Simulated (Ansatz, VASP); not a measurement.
## CsH in VASP and in Ansatz

```
Cs H
1.0
     0.00000    3.14491    3.14491
     3.14491    0.00000    3.14491
     3.14491    3.14491    0.00000
Cs H
1 1
Direct
  0.00000 0.00000 0.00000
  0.50000 0.50000 0.50000
```

Alike in both runs: functional r2SCAN; k mesh 8 × 8 × 8; occupations fermi-dirac, width 0.02 eV; no spin polarisation.

Ansatz relaxed the structure, and its values are those at the end. VASP's run is a single point on that final structure, the one shown.

|  | VASP | Ansatz |
| --- | --- | --- |
| version | VASP 6.6.1 | Ansatz 0.2.0 |
| potentials or method | VASP PAW PBE potentials, release 64 (Cs_sv, H) | PAW plane waves |
| plane-wave cutoff (eV) | 520 | 500 |
| valence electrons in the cell | 10 | 10 |

```csv
,VASP,Ansatz,Ansatz less VASP
gap on the k mesh at the Fermi level (eV),2.61,2.63,+0.018
pressure (GPa),0.5,0.4,-0.04
```

Ansatz warned: «stress_scf_threshold_loose».

Caveats: the PAW data sets were made with another functional, which shifts forces and pressure a little (VASP); spin-orbit coupling is left out, which moves the levels of the heavy elements. A k mesh can miss the band edges. r2SCAN opens gaps a little over a GGA but as a rule still falls short of measured ones.
